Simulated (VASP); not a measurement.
# TiTe2 (P-3m1) in VASP: a series of runs, part 2 of 2

VASP 6.6.1.

## Step 3: Phonons, LDA, target pressure -1.5 GPa, at which the enthalpy is minimised

POSCAR

```
TiTe2
1.0
    3.6677969001      0.0000000000      0.0000000000
   -1.8338984500      3.1764052914      0.0000000000
    0.0000000000      0.0000000000      6.3326090962
  Ti              Te
     1     2
Direct
     0.0000000000000000    0.0000000000000000    0.0000000000000000
     0.6666666667000030    0.3333333332999970    0.2697777480936381
     0.3333333332999970    0.6666666667000030    0.7302222519063619
```

INCAR.step1

```
SYSTEM = TiTe2
ALGO     = Normal         ! electronic algorithm
EDIFF    = 1E-8           ! SCF threshold, eV
EDIFFG   = -0.002         ! ionic threshold
ENCUT    = 600            ! plane-wave cutoff, eV
GGA      = CA             ! functional
IBRION   = 2              ! ionic algorithm
ISIF     = 3              ! what is computed and relaxed
ISMEAR   = 1              ! smearing method
KPAR     = 2            
LASPH    = .TRUE.         ! aspherical terms in the spheres
LCHARG   = .FALSE.        ! write CHGCAR
LREAL    = .FALSE.        ! projectors in reciprocal space
LWAVE    = .FALSE.        ! write WAVECAR
NELM     = 80             ! most SCF steps
NSW      = 40             ! ionic steps
PREC     = Accurate       ! precision mode
PSTRESS  = -15.0        
SIGMA    = 0.2            ! smearing width, eV
```

INCAR.step2

```
SYSTEM = TiTe2
ALGO     = Normal         ! electronic algorithm
EDIFF    = 1E-8           ! SCF threshold, eV
ENCUT    = 600            ! plane-wave cutoff, eV
GGA      = CA             ! functional
IBRION   = 6              ! ionic algorithm
ISIF     = 2              ! what is computed and relaxed
ISMEAR   = 1              ! smearing method
KPAR     = 2            
LASPH    = .TRUE.         ! aspherical terms in the spheres
LCHARG   = .FALSE.        ! write CHGCAR
LREAL    = .FALSE.        ! projectors in reciprocal space
LWAVE    = .FALSE.        ! write WAVECAR
NELM     = 80             ! most SCF steps
NFREE    = 2            
NSW      = 1              ! ionic steps
POTIM    = 0.015          ! step
PREC     = Accurate       ! precision mode
PSTRESS  = -15.0        
SIGMA    = 0.2            ! smearing width, eV
```

KPOINTS

```
k-points
0
G
  18 18 9
  0 0 0
```

Potentials or basis: VASP PAW LDA potentials, release 64 (Ti_sv, Te).

The run is started by

```bash
$ cat potpaw_LDA.64/Ti_sv/POTCAR potpaw_LDA.64/Te/POTCAR > POTCAR
$ cp INCAR.step1 INCAR
$ mpirun -np 2 vasp_std > vasp.out
$ cp CONTCAR POSCAR
$ cp INCAR.step2 INCAR
$ mpirun -np 2 vasp_std > vasp.out
```

OUTCAR:

```text
SYSTEM = TiTe2
   EDIFF = 1E-8
   ENCUT = 600
   GGA = CA
   IBRION = 6
   ISIF = 2
   ISMEAR = 1
   LASPH = .TRUE.
   LREAL = .FALSE.
   NELM = 80
   NFREE = 2
   NSW = 1
   POTIM = 0.015
   PREC = Accurate
   PSTRESS = -15.0

 ion  position               nearest neighbor table
   1  0.000  0.000  0.000-   2 2.73   3 2.73   3 2.73   2 2.73   2 2.73   3 2.73
   2  0.667  0.333  0.263-   1 2.73   1 2.73   1 2.73
   3  0.333  0.667  0.737-   1 2.73   1 2.73   1 2.73

  LATTYP: Found a hexagonal cell.
 ALAT       =     3.7024374915
 C/A-ratio  =     1.7483243262

  Lattice vectors:

 A1 = (   3.7024374915,  -0.0000000000,   0.0000000000)
 A2 = (  -1.8512187457,   3.2064049235,   0.0000000000)
 A3 = (   0.0000000000,   0.0000000000,   6.4730615326)

Analysis of symmetry for initial positions (statically):
=====================================================================
 Subroutine PRICEL returns:
 Original cell was already a primitive cell.

 Routine SETGRP: Setting up the symmetry group for a
 hexagonal supercell.

 Subroutine GETGRP returns: Found 12 space group operations
 (whereof 12 operations were pure point group operations)
 out of a pool of 24 trial point group operations.

The static configuration has the point symmetry D_3d.

Analysis of symmetry for dynamics (positions and initial velocities):
=====================================================================
 Subroutine PRICEL returns:
 Original cell was already a primitive cell.

 Routine SETGRP: Setting up the symmetry group for a
 hexagonal supercell.

 Subroutine GETGRP returns: Found 12 space group operations
 (whereof 12 operations were pure point group operations)
 out of a pool of 24 trial point group operations.
[... 470 lines left out ...]
  ext. energy  EPLUGINS =         0.00000000
  ---------------------------------------------------
  free energy    TOTEN  =       -18.32640296 eV

  energy without entropy =      -18.32743004  energy(sigma->0) =      -18.32674532

 E-fermi :   7.1884     XC(G=0): -10.2841

 val. band max:        7.1869215954   @ k =   0.3333   0.0556   0.2222
 cond. band min:       7.1918414303   @ k =   0.3889   0.0000   0.0000
 fundamental gap:      0.0049198350
 Fermi energy:         7.1883643530

 k-point     1 :       0.0000    0.0000    0.0000
  band No.  band energies     occupation
      1     -49.4629      2.00000
      2     -26.1146      2.00000
      3     -26.1146      2.00000
      4     -26.0909      2.00000
      5      -5.4929      2.00000
      6      -3.9273      2.00000
[... 433 lines left out ...]
      3     -26.1312      2.00000
      4     -26.0771      2.00000
      5      -3.6566      2.00000
      6      -3.3050      2.00000
[... 8 lines left out ...]
     15       8.7078     -0.00000
     16       9.7398     -0.00000

 [... further k-points ...]
[... 5 lines left out ...]
  --------------------------------------------------------------------------------------
  -------------------------------------------------------------------------------------
  Total       -0.6189627     -0.6189627     -0.5227907     -0.0000000      0.0000000     -0.0000000
  in kB      -12.9050354    -12.9050354    -10.8999014     -0.0000000      0.0000000     -0.0000000
  external PRESSURE =       2.7633426 kB  Pullay stress =     -15.0000000 kB
[... 22 lines left out ...]
  energy  without entropy=      -18.3274300446  energy(sigma->0) =      -18.32674532

  enthalpy is  TOTEN    =       -19.0458461610 eV   P V=       -0.7194432029

 INTERNAL STRAIN TENSORS FROM DISPLACED ATOMS
 ============================================

 INTERNAL STRAIN TENSOR FOR ION    1 for displacements in x,y,z  (eV/Angst):
          X           Y           Z          XY          YZ          ZX
  --------------------------------------------------------------------------------
  x     0.00000     0.00000     0.00000     0.00000     0.00000     0.00000
  y     0.00000     0.00000     0.00000     0.00000     0.00000     0.00000
  z     0.00000     0.00000     0.00000     0.00000     0.00000     0.00000

 INTERNAL STRAIN TENSOR FOR ION    3 for displacements in x,y,z  (eV/Angst):
          X           Y           Z          XY          YZ          ZX
  --------------------------------------------------------------------------------
  x     0.00000    -0.00000     0.00000     2.15422     0.00000     6.92281
  y     2.15422    -2.15422     0.00000    -0.00000     6.92281     0.00000
  z     6.74298     6.74298    12.96539     0.00000    -0.00000     0.00000

 Eigenvectors and eigenvalues of the dynamical matrix
 ----------------------------------------------------

   1 f  =    8.122236 THz    51.033515 2PiTHz  270.928638 cm-1    33.590855 meV
             X         Y         Z           dx          dy          dz
      0.000000  0.000000  0.000000    -0.000000   -0.000000    0.917703
      1.851219  1.068802  1.705171    -0.000000   -0.000000   -0.280911
     -0.000000  2.137603  4.767891     0.000000    0.000000   -0.280911
[... 43 lines left out ...]
   9 f/i=    0.001745 THz     0.010963 2PiTHz    0.058201 cm-1     0.007216 meV
             X         Y         Z           dx          dy          dz
      0.000000  0.000000  0.000000    -0.000000    0.000000   -0.397267
      1.851219  1.068802  1.705171    -0.000000    0.000000   -0.648914
     -0.000000  2.137603  4.767891    -0.000000    0.000000   -0.648914

 ELASTIC MODULI CONTR FROM IONIC RELAXATION (kBar)
 Direction    XX          YY          ZZ          XY          YZ          ZX
 --------------------------------------------------------------------------------
 XX        -238.4612   -156.4639   -379.6810     -0.0000   -131.7537     -0.0000
 YY        -156.4639   -238.4612   -379.6810     -0.0000    131.7537      0.0000
 ZZ        -379.6810   -379.6810   -730.0507     -0.0000     -0.0000      0.0000
 XY          -0.0000     -0.0000     -0.0000    -40.9987      0.0000   -131.7537
 YZ        -131.7537    131.7537     -0.0000      0.0000   -423.4049     -0.0000
 ZX          -0.0000      0.0000      0.0000   -131.7537     -0.0000   -423.4049
 --------------------------------------------------------------------------------
```

OUTCAR.step1:

```text
SYSTEM = TiTe2
   EDIFF = 1E-8
   EDIFFG = -0.002
   ENCUT = 600
   GGA = CA
   IBRION = 2
   ISIF = 3
[... 879 lines left out ...]
  --------------------------------------------------------------------------------------
  -------------------------------------------------------------------------------------
  Total       -0.7225077     -0.7225077     -0.7185001     -0.0000000      0.0000000     -0.0000000
  in kB      -15.0638936    -15.0638936    -14.9803368     -0.0000000      0.0000000     -0.0000000
  external PRESSURE =      -0.0360413 kB  Pullay stress =     -15.0000000 kB
[... 22 lines left out ...]
  energy  without entropy=      -18.3279841099  energy(sigma->0) =      -18.32724612

  enthalpy is  TOTEN    =       -19.0463203237 eV   P V=       -0.7194432029

 reached required accuracy - stopping structural energy minimisation
```

Run time: 50 min. Hardware: 2 MPI ranks of Intel Xeon 6975P-C (Granite Rapids), shared host; peak memory 3.1 GiB.

Results:

```
Relaxed volume                                          : 25.62 Å³/atom
Relaxed cell                                            : a = 3.702 Å, b = 3.702 Å, c = 6.473 Å, α = 90.00°, β = 90.00°, γ = 120.00°
Space group after relaxing (to 0.05 Å)                  : P-3m1 (No. 164)
Highest phonon frequency at Γ, LO-TO splitting left out : 271 cm⁻¹
```

The path:
```
step  energy change (eV)  largest force (eV/Å)  pressure (GPa)  volume (Å³)
   1              0.0000                0.0043           -0.03        73.78
   2              0.0183                0.2708           -2.33        76.22
   3              0.0074                0.1745           -1.51        75.30
   4              0.0078                0.1249           -1.50        75.61
   5              0.0119                0.0184           -1.48        76.27
   6              0.0124                0.0167           -1.50        76.43
   7              0.0144                0.0151           -1.52        76.73
   8              0.0149                0.0152           -1.53        76.78
   9              0.0143                0.0118           -1.39        76.72
  10              0.0146                0.0027           -1.47        76.76
  11              0.0153                0.0004           -1.49        76.84
  12              0.0153                0.0005           -1.49        76.84
  13              0.0155                0.0035           -1.52        76.86
  14              0.0154                0.0012           -1.50        76.85
```

Final structure:
```
CELL_PARAMETERS angstrom
3.70244 0.00000 0.00000
-1.85122 3.20640 0.00000
0.00000 0.00000 6.47306
ATOMIC_POSITIONS crystal
Ti 0.00000 0.00000 0.00000
Te 0.66667 0.33333 0.26343
Te 0.33333 0.66667 0.73657
```

Phonon frequencies in cm⁻¹ (negative: imaginary):
```
              q point                    frequencies
(0.000, 0.000, 0.000)  0 0 0 100 100 143 186 186 271
```

## Step 4: Phonons, LDA, target pressure 1.5 GPa, at which the enthalpy is minimised

POSCAR is that of step 3.

INCAR.step1: that of step 3 with these lines changed.

```diff
@@ -17,3 +17,3 @@
 PREC     = Accurate       ! precision mode
-PSTRESS  = -15.0        
+PSTRESS  = 15.0         
 SIGMA    = 0.2            ! smearing width, eV
```

INCAR.step2: that of step 3 with these lines changed.

```diff
@@ -18,3 +18,3 @@
 PREC     = Accurate       ! precision mode
-PSTRESS  = -15.0        
+PSTRESS  = 15.0         
 SIGMA    = 0.2            ! smearing width, eV
```

KPOINTS is that of step 3.

Potentials or basis: VASP PAW LDA potentials, release 64 (Ti_sv, Te).

The run is started by

```bash
$ cat potpaw_LDA.64/Ti_sv/POTCAR potpaw_LDA.64/Te/POTCAR > POTCAR
$ cp INCAR.step1 INCAR
$ mpirun -np 2 vasp_std > vasp.out
$ cp CONTCAR POSCAR
$ cp INCAR.step2 INCAR
$ mpirun -np 2 vasp_std > vasp.out
```

OUTCAR:

```text
SYSTEM = TiTe2
   EDIFF = 1E-8
   ENCUT = 600
   GGA = CA
   IBRION = 6
   ISIF = 2
   ISMEAR = 1
   LASPH = .TRUE.
   LREAL = .FALSE.
   NELM = 80
   NFREE = 2
   NSW = 1
   POTIM = 0.015
   PREC = Accurate
   PSTRESS = 15.0

 ion  position               nearest neighbor table
   1  0.000  0.000  0.000-   2 2.71   3 2.71   3 2.71   2 2.71   2 2.71   3 2.71
   2  0.667  0.333  0.274-   1 2.71   1 2.71   1 2.71   3 3.52   3 3.52   3 3.52
   3  0.333  0.667  0.726-   1 2.71   1 2.71   1 2.71   2 3.52   2 3.52   2 3.52

  LATTYP: Found a hexagonal cell.
 ALAT       =     3.6370805239
 C/A-ratio  =     1.7171766314

  Lattice vectors:

 A1 = (   3.6370805239,   0.0000000000,   0.0000000000)
 A2 = (  -1.8185402619,   3.1498041293,   0.0000000000)
 A3 = (   0.0000000000,   0.0000000000,   6.2455096820)

Analysis of symmetry for initial positions (statically):
=====================================================================
 Subroutine PRICEL returns:
[... 970 lines left out ...]
  Total        0.7728154      0.7728154      0.8562178      0.0000000     -0.0000000     -0.0000000
  in kB       17.3054139     17.3054139     19.1730190      0.0000000     -0.0000000     -0.0000000
  external PRESSURE =       2.9279489 kB  Pullay stress =      15.0000000 kB
[... 22 lines left out ...]
  energy  without entropy=      -18.3319284396  energy(sigma->0) =      -18.33135552

  enthalpy is  TOTEN    =       -17.6612075452 eV   P V=        0.6698615144

 INTERNAL STRAIN TENSORS FROM DISPLACED ATOMS
 ============================================

 INTERNAL STRAIN TENSOR FOR ION    1 for displacements in x,y,z  (eV/Angst):
          X           Y           Z          XY          YZ          ZX
  --------------------------------------------------------------------------------
  x     0.00000     0.00000     0.00000     0.00000     0.00000     0.00000
  y     0.00000     0.00000     0.00000     0.00000     0.00000     0.00000
  z     0.00000     0.00000     0.00000     0.00000     0.00000     0.00000

 INTERNAL STRAIN TENSOR FOR ION    3 for displacements in x,y,z  (eV/Angst):
          X           Y           Z          XY          YZ          ZX
  --------------------------------------------------------------------------------
  x     0.00000    -0.00000     0.00000     2.14657     0.00000     6.93895
  y     2.14657    -2.14657     0.00000    -0.00000     6.93895     0.00000
  z     6.67763     6.67763    12.17640     0.00000     0.00000     0.00000

 Eigenvectors and eigenvalues of the dynamical matrix
 ----------------------------------------------------

   1 f  =    8.775022 THz    55.135088 2PiTHz  292.703223 cm-1    36.290558 meV
             X         Y         Z           dx          dy          dz
      0.000000  0.000000  0.000000     0.000000    0.000000    0.917568
      1.818540  1.049935  1.710279     0.000000    0.000000   -0.281131
     -0.000000  2.099869  4.535230    -0.000000   -0.000000   -0.281131
[... 43 lines left out ...]
   9 f/i=    0.002625 THz     0.016492 2PiTHz    0.087553 cm-1     0.010855 meV
             X         Y         Z           dx          dy          dz
      0.000000  0.000000  0.000000    -0.113552    0.381313    0.000000
      1.818540  1.049935  1.710279    -0.185152    0.621749    0.000000
     -0.000000  2.099869  4.535230    -0.185152    0.621749    0.000000

 ELASTIC MODULI CONTR FROM IONIC RELAXATION (kBar)
 Direction    XX          YY          ZZ          XY          YZ          ZX
 --------------------------------------------------------------------------------
 XX        -214.5256   -136.7103   -320.2326     -0.0000   -125.7718     -0.0000
 YY        -136.7103   -214.5256   -320.2326     -0.0000    125.7718      0.0000
 ZZ        -320.2326   -320.2326   -583.9317     -0.0000     -0.0000     -0.0000
 XY          -0.0000     -0.0000     -0.0000    -38.9076      0.0000   -125.7717
 YZ        -125.7718    125.7718     -0.0000      0.0000   -406.5665     -0.0000
 ZX          -0.0000      0.0000     -0.0000   -125.7717     -0.0000   -406.5664
 --------------------------------------------------------------------------------
```

Wall time 42 min (2 MPI ranks of Intel Xeon 6975P-C (Granite Rapids), shared host); peak memory 2.9 GiB.

Results:

```yaml
Relaxed_volume: 23.85 Å³/atom
Relaxed_cell: a = 3.637 Å, b = 3.637 Å, c = 6.246 Å, α = 90.00°, β = 90.00°, γ = 120.00°
Space_group_after_relaxing_to_0.05_Å: P-3m1 (No. 164)
Highest_phonon_frequency_at_Γ_LO-TO_splitting_left_out: 293 cm⁻¹
```

Step by step:
| step | energy change (eV) | largest force (eV/Å) | pressure (GPa) | volume (Å³) |
| --- | --- | --- | --- | --- |
| 1 | 0.0000 | 0.0043 | -0.03 | 73.78 |
| 2 | 0.0207 | 0.3053 | 2.78 | 71.31 |
| 3 | 0.0063 | 0.1654 | 1.49 | 72.39 |
| 4 | 0.0067 | 0.1128 | 1.49 | 72.13 |
| 5 | 0.0099 | 0.0078 | 1.51 | 71.62 |
| 6 | 0.0098 | 0.0000 | 1.50 | 71.58 |
| 7 | 0.0101 | 0.0083 | 1.49 | 71.53 |
| 8 | 0.0101 | 0.0079 | 1.49 | 71.54 |
| 9 | 0.0104 | 0.0044 | 1.55 | 71.51 |
| 10 | 0.0102 | 0.0018 | 1.52 | 71.52 |
| 11 | 0.0100 | 0.0001 | 1.50 | 71.55 |

Final structure:
```
Ti Te
1.0
     3.63708    0.00000    0.00000
    -1.81854    3.14980    0.00000
     0.00000    0.00000    6.24551
Ti Te
1 2
Direct
  0.00000 0.00000 0.00000
  0.66667 0.33333 0.27384
  0.33333 0.66667 0.72616
```

Phonon frequencies in cm⁻¹ (negative: imaginary):
```
              q point                    frequencies
(0.000, 0.000, 0.000)  0 0 0 106 106 156 202 202 293
```
